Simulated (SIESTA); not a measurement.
Input of a SIESTA 5.4.2 run:

The input Mo.fdf:

```
SystemName                      Mo
SystemLabel                     Mo
NumberOfSpecies                 1
NumberOfAtoms                   1
%block ChemicalSpeciesLabel
  1  42 Mo
%endblock ChemicalSpeciesLabel

LatticeConstant                 1.0 Ang
%block LatticeVectors
    -1.5838089719     1.5838089719     1.5838089719
     1.5838089719    -1.5838089719     1.5838089719
     1.5838089719     1.5838089719    -1.5838089719
%endblock LatticeVectors
AtomicCoordinatesFormat         Fractional
%block AtomicCoordinatesAndAtomicSpecies
     0.0000000000     0.0000000000     0.0000000000  1  Mo
%endblock AtomicCoordinatesAndAtomicSpecies

%block kgrid.MonkhorstPack
   12   0   0  0.0
    0  12   0  0.0
    0   0  12  0.0
%endblock kgrid.MonkhorstPack
XC.Functional                   GGA
XC.Authors                      PBE
PAO.BasisSize                   TZDP
PAO.EnergyShift                 0.003 Ry
Mesh.Cutoff                     800 Ry
OccupationFunction              FD
ElectronicTemperature           0.05 eV
MaxSCFIterations                120
SCF.MustConverge                false
SCF.Mixer.Method                Pulay
SCF.Mixer.Weight                0.25
SCF.Mixer.History               8
SCF.DM.Tolerance                5.0e-05
SCF.H.Tolerance                 1.0e-03 eV
WriteForces                     true
Charge.Mulliken                 end
BandLinesScale                  ReciprocalLatticeVectors
%block BandLines
    1    0.000000   0.000000   0.000000  \Gamma
   17    0.500000  -0.500000   0.500000  H
   12    0.000000   0.000000   0.500000  N
   12    0.000000   0.000000   0.000000  \Gamma
   15    0.250000   0.250000   0.250000  P
   15    0.500000  -0.500000   0.500000  H
    1    0.250000   0.250000   0.250000  P
    9    0.000000   0.000000   0.500000  N
%endblock BandLines
%block PAO.PolarizationScheme
  Mo non-perturbative
%endblock PAO.PolarizationScheme
%block PAO.Basis
  Mo 5
  n=4 0 2
    3.234 0.000
  n=5 0 3
    8.986 0.000 0.000
  n=4 1 2
    3.729 0.000
  n=5 1 2
    8.986 0.000
  n=4 2 3
    6.762 0.000 0.000
%endblock PAO.Basis
```

Potentials or basis: PseudoDojo 0.4 standard (PBE files), TZDP (energy shift 0.003 Ry; two zetas on semicore shells).

The run is started by

```console
$ siesta < Mo.fdf > Mo.out 2>&1
```

(1) Predict the pressure.

(2) What does it give for the band gap on the k mesh?

Results:

(1) 0.2 GPa.

(2) none (metal or under the smearing width).

Caveat: the basis of atomic orbitals isn't converged, which shifts pressures, moduli and gaps.
